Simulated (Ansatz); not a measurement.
**Vanadium, beta-Sn type under RPBE: from relaxation to bulk modulus**

Aim: take vanadium in the beta-Sn type structure, relax it, solve it on a dense k-mesh, then scale the cell to 7 volumes from 88 to 112 % of the relaxed one and try a fit of the equation of state. Spin polarisation is left out. The k-meshes are 14×14×9 for the relaxation; 24×24×20 for the dense run; 16×16×14 for the volumes.

Computed with Ansatz 0.2.0 (DFT RPBE, plane waves (420 eV) with PAW, scalar-relativistic; PBE-made PAW files, unless a step says otherwise).

## 1. The system as given

It takes space group I4_1/amd (No. 141, tetragonal). Conventional cell: a = 4.738 Å, b = 4.738 Å, c = 2.587 Å, α = 90.00°, β = 90.00°, γ = 90.00°. V (site symmetry -4m2) is surrounded by 6 V at 2.46 to 2.59 Å.

Structure file:

```
V
1.0
    -2.36898    2.36898    1.29346
     2.36898   -2.36898    1.29346
     2.36898    2.36898   -1.29346
V
2
Cartesian
  0.0000 0.0000 0.0000
  0.0000 2.3690 0.6467
```

## 2. Relaxation of the cell

input.yaml reads:

```yaml
crystal:
  lattice:
    - [-2.3689760777, 2.3689760777, 1.2934609384]
    - [2.3689760777, -2.3689760777, 1.2934609384]
    - [2.3689760777, 2.3689760777, -1.2934609384]
  atoms:
    - { symbol: V, position: [0.0, 0.0, 0.0] }
    - { symbol: V, position: [0.75, 0.25, 0.5] }
hamiltonian:
  xc: rpbe
  pseudopotentials:
    kind: paw
    azcp:
      V: "pseudopotentials/V.paw.azcp"
basis:
  ecutwfc: 420
  fft_grid_basis: typed
kpoints:
  mp_grid: { grid: [14, 14, 9], shift: [0, 0, 0] }
magnetization:
  spin_polarized: false
scf:
  occupations: { method: fermi_dirac, width: 0.1 }
relax:
  max_steps: 60
  f_tol: 0.01
  cell: {}
output:
  write_density: true
  write_potential: true
  elf: true
  volumetric_format: npy
```

On the command line:

```
$ ansatz run input.yaml --threads 2 --pin off --max-ram 5120MiB --backend cpu --events-out ev --progress --plain --runs-dir out
```

The runs that follow: Dense single point; Equation of state: 88 %; Equation of state: 92 %; Equation of state: 96 %; Equation of state: 100 %; Equation of state: 104 %; Equation of state: 108 %; Equation of state: 112 %.

Before running it: what results should come out? Wanted: space group; conventional cell; volume; shortest distance; gap on the mesh; relative to bcc; V₀, B₀, B₀′.

As calculated:

```
                      quantity                                  value
space group (spins left aside)                          Fddd (No. 70)
             conventional cell  a = 2.488 Å, b = 5.001 Å, c = 8.995 Å
                        volume                         13.989 Å³/atom
             shortest distance                                2.488 Å
               gap on the mesh           none (levels filled in part)
               relative to bcc                          +103 meV/atom
                   V₀, B₀, B₀′           13.956 Å³/atom, 167 GPa, 3.9
```

What this shows: From the guessed start the volume shrank by 3.6 % in 21 steps. The cell has left its prototype: it ends as Fddd. What follows belongs to that structure, not to the type named at the start. The mesh has less symmetry than the lattice, which may have let the distortion in. It lies 103 meV/atom above the element's reference form at the same level (bcc, from a run of its own). No gap shows: it is a metal or semimetal at this level. B₀ comes out at 167 GPa; letting shape and positions relax at each volume could only lower it.
